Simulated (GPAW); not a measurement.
Input of a GPAW 26.7.0 run:

run.py

```python
import numpy as np
from ase.dft.bandgap import bandgap
from ase.io import read, write
from ase.units import GPa
from gpaw import GPAW, PW
from gpaw.spinorbit import soc_eigenstates

atoms = read('ZrB2.xyz')

calc = GPAW(mode=PW(800),
            xc='MGGA_X_R2SCAN+MGGA_C_R2SCAN',
            kpts={'size': (7, 7, 5), 'gamma': True},
            occupations={'name': 'fermi-dirac', 'width': 0.05},
            nbands=20,
            convergence={'density': 1e-05, 'energy': 1e-05},
            maxiter=150,
            txt='gpaw.txt')
atoms.calc = calc
energy = atoms.get_potential_energy()
forces = atoms.get_forces()
stress = atoms.get_stress()
calc.write('gs.gpw')
write('result.traj', atoms)
print(f'Energy: {energy:.6f} eV')
print('Forces (eV/A):')
print(forces.round(4))
print('Stress (GPa):', (stress / GPa).round(3))
print('Fermi level:', round(calc.get_fermi_level(), 4), 'eV')
print(f'Gap: {bandgap(calc)[0]:.4f} eV, direct: {bandgap(calc, direct=True)[0]:.4f} eV')

path = atoms.cell.bandpath('GMKGALHA,LM,KH', npoints=100, eps=1e-4)
bs_calc = calc.fixed_density(kpts=path, symmetry='off', nbands=31,
                             convergence={'bands': 'CBM+6.0', 'eigenstates': 1e-6}, txt='bands.txt')
bs = bs_calc.band_structure()
bs.write('bs.json')
print(f'Gap on the path: {bandgap(bs_calc)[0]:.4f} eV')

soc = soc_eigenstates(bs_calc, theta=0, phi=0, ignore_xc_potential=True)
np.savetxt('soc_bands.dat', soc.eigenvalues(), fmt='%.4f')
mesh = soc_eigenstates('gs.gpw', theta=0, phi=0, ignore_xc_potential=True)
np.savetxt('soc_mesh.dat', mesh.eigenvalues(), fmt='%.4f')
print('Fermi level with spin-orbit coupling:', round(mesh.fermi_level, 4), 'eV')
```

ZrB2.xyz

```xyz
3
Lattice="3.1700000000 0.0000000000 0.0000000000 -1.5850000000 2.7453005300 0.0000000000 0.0000000000 0.0000000000 3.5330000000" Properties=species:S:1:pos:R:3 pbc="T T T"
Zr     0.0000000000      0.0000000000      0.0000000000
B      1.5850000002      0.9151001766      1.7665000000
B     -0.0000000002      1.8302003534      1.7665000000
```

Potentials or basis: GPAW PAW data sets (gpaw-data 1.2.1), pw.

Launch:

```bash
$ OMP_NUM_THREADS=1 python run.py
```

Question: Predict the pressure.

Answer: 0.6 GPa.

Question: Estimate the band gap along the path.

Answer: None (metal or under the smearing width).

Levels at the corners of the path, in eV from the Fermi level:
```tsv
point	band 16	band 17	band 18	band 19	band 20	band 21
Γ	-2.35	-2.29	-2.29	3.87	3.87	3.93
M	-2.99	-2.47	-2.47	2.61	2.61	2.74
K	-2.31	-2.29	-2.29	1.90	1.90	1.95
Γ	-2.35	-2.29	-2.29	3.87	3.87	3.93
A	-0.74	0.64	0.64	0.68	0.68	1.11
L	-4.06	-1.95	-1.95	4.28	4.28	4.53
H	-2.66	-2.54	-2.54	4.61	4.61	6.55
A	-0.74	0.64	0.64	0.68	0.68	1.11
L	-4.06	-1.95	-1.95	4.28	4.28	4.53
M	-2.99	-2.47	-2.47	2.61	2.61	2.74
K	-2.31	-2.29	-2.29	1.90	1.90	1.95
H	-2.66	-2.54	-2.54	4.61	4.61	6.55
```

Caveat: spin-orbit coupling was added after a scalar SCF, so levels and gaps hold it while energy, forces, pressure and moments don't; this program's spin-orbit splittings come out too wide for heavy elements; the PAW data sets were made with another functional, which shifts forces and pressure a little.
